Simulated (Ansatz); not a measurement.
# Where the states of MnS lie

```cif
data_structure
_symmetry_space_group_name_H-M 'P6_3mc'
_symmetry_Int_Tables_number 186
_cell_length_a 3.9760
_cell_length_b 3.9760
_cell_length_c 6.4320
_cell_angle_alpha 90.000
_cell_angle_beta 90.000
_cell_angle_gamma 120.000
_cell_volume 88.06
loop_
_atom_site_label
_atom_site_type_symbol
_atom_site_symmetry_multiplicity
_atom_site_Wyckoff_symbol
_atom_site_fract_x
_atom_site_fract_y
_atom_site_fract_z
_atom_site_occupancy
Mn1 Mn 2 b 0.33333 0.66667 0.00000 1
S1 S 2 b 0.33333 0.66667 0.38500 1
```

The runs use the primitive cell with vectors (3.976, 0.000, 0.000), (-1.988, 3.443, 0.000), (0.000, 0.000, 6.432) Å, to which the k mesh refers.

The cell is COD entry 9008871, as deposited and not checked against the literature; nothing was relaxed. It differs from other determinations.

Runs of this kind can end on a higher state of the open shell or of the magnetic order, so this needn't be the ground state of the method.

Theory: DFT, PBE, all-electron LAPW, scalar-relativistic in Ansatz 0.2.0.

The runs use a Γ-centred 12×12×7 k mesh, Fermi–Dirac smearing of 0.05 eV, basis error target 1 meV/atom, spin-polarised from start moments Mn1 4, Mn2 4 μB, ending with a cell moment of 9.93 μB.

States per eV and cell, averaged over 0.4 eV, from -6.2 to 5.2 eV, with energies (bin centres) from the Fermi level; empty bins are left out. The partial columns, the largest 3 alone, are projections on Löwdin-orthogonalised atomic shells (those that the program's projection atoms carry: the occupied ones and, for some elements, an empty d or f shell; other empty shells have no column), summed over atoms of an element and both spins. Weights on diffuse s and p shells depend on that basis and aren't pure angular character.

```csv
E (eV),spin-up,spin-down,Mn 3d,S 3p,Mn 4s
-6.1,0.03,0.00,0.00,0.02,0.01
-5.7,3.45,0.00,0.65,2.20,0.54
-5.3,1.48,0.16,0.43,0.99,0.19
-4.9,5.70,2.98,2.82,5.25,0.51
-4.5,4.34,1.43,2.22,3.24,0.23
-4.1,0.00,1.66,0.16,1.39,0.08
-3.7,0.03,3.10,0.44,2.60,0.05
-3.3,7.85,5.67,8.68,4.63,0.08
-2.9,4.20,0.00,3.85,0.19,0.06
-2.5,2.37,0.00,1.86,0.35,0.03
-2.1,2.36,0.00,1.50,0.70,0.03
-1.7,2.00,0.00,1.09,0.78,0.03
-1.3,2.73,0.00,1.30,1.28,0.03
-0.9,2.05,0.00,0.90,1.05,0.02
-0.5,1.00,0.00,0.41,0.55,0.01
-0.1,0.39,0.18,0.31,0.23,0.00
0.3,0.02,3.10,2.75,0.05,0.03
0.7,0.00,5.26,4.80,0.07,0.05
1.1,0.00,5.15,4.75,0.12,0.03
1.5,0.03,3.91,3.46,0.24,0.03
1.9,0.07,4.08,3.33,0.51,0.08
2.3,0.13,2.62,1.98,0.46,0.13
2.7,0.35,0.63,0.46,0.19,0.18
3.1,1.03,0.20,0.11,0.16,0.43
3.5,1.22,0.21,0.04,0.16,0.49
3.9,1.37,0.37,0.04,0.17,0.53
4.3,0.75,0.86,0.08,0.14,0.51
4.7,1.49,1.00,0.10,0.24,0.67
5.1,1.76,1.39,0.14,0.26,0.62
```

Question: Which of the resolved shells contributes most within 0.3 eV of the Fermi level?

Answer: Mn 3d, with 77 % of all states there; S 3p follows with 14 %.

Question: Where is the centre of the filled Mn 3d states between -14 eV and the top of the filled states?

Answer: -3.29 eV from the Fermi level.
